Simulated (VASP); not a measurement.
Runs of VASP 6.6.1 on Ga. The structure is cubic, space group Fd-3m (No. 227). The conventional cell has a = 5.698 Å, b = 5.698 Å, c = 5.698 Å, α = 90.00°, β = 90.00°, γ = 90.00°. Ga (site symmetry -43m) has 4 Ga at 2.47 Å as nearest neighbours. This isn't the form of Ga at room conditions, which is orthorhombic.

| cell | k mesh | gap on the mesh (eV) | pressure (GPa) |
| --- | --- | --- | --- |
| Fd-3m, 23.13 Å³/atom | 10 × 10 × 10 | none | (a) |
| Fd-3m, 26.28 Å³/atom | 15 × 15 × 15 | none | 0.1 |
| Fd-3m, 26.28 Å³/atom | 10 × 10 × 10 | none | 0.1 |
| Fd-3m, 29.44 Å³/atom | 10 × 10 × 10 | none | -2.6 |

Alike in all rows: task single point; level revPBE; potentials or basis VASP PAW PBE potentials, release 64 (Ga_d); no spin polarisation; cutoff (eV) 520; smearing fermi-dirac 0.1 eV.

Fill in the values left out.

(a) 5.8.

Caveats: the PAW data sets were made with another functional, which shifts forces and pressure a little.

A k mesh can miss the band edges, and the runs leave out spin-orbit coupling on Ga.

A gap of «none» marks a metal or a gap under the smearing width.
